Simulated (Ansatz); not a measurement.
# Moving the pressure in Ni3Si

The cell as given:

```
Ni Si
1.0
     3.54200    0.00000    0.00000
     0.00000    3.54200    0.00000
     0.00000    0.00000    3.54200
Ni Si
3 1
Direct
  0.50000 0.50000 0.00000
  0.50000 0.00000 0.50000
  0.00000 0.50000 0.50000
  0.00000 0.00000 0.00000
```

Kept alike: task relaxation of cell and atoms; functional PBEsol; k mesh 8 × 8 × 8; occupations fermi-dirac, width 0.05 eV; collinear spin, ferromagnetic start. Program: Ansatz, all-electron LAPW, scalar-relativistic. The mesh is that of the run's cell of 4 atoms. No spin-orbit coupling.

| pressure, P (GPa) | volume (Å³/atom) |
| --- | --- |
| 0 | 10.365 |
| 5 | 10.161 |
| 10 | 9.978 |
| 20 | 9.658 |

The relaxations keep at least the cell's symmetry (Pm-3m). For a metal such a mesh leaves the last digits unconverged. Runs of this series that gave no sound value for these columns are left out. The runs follow the start's structure, whether or not it is the stable one at these pressures. The moments vanished: the runs ended non-magnetic.

The volume falls from 10.365 to 9.658 Å³/atom between 0 and 20 GPa. The volume falls ever more slowly, since the solid stiffens under load. At the pressures aimed at, which the runs meet within some tenths of a GPa, the step from 0 to 5 GPa gives a mean bulk modulus near 252 GPa, the last step 307 GPa.
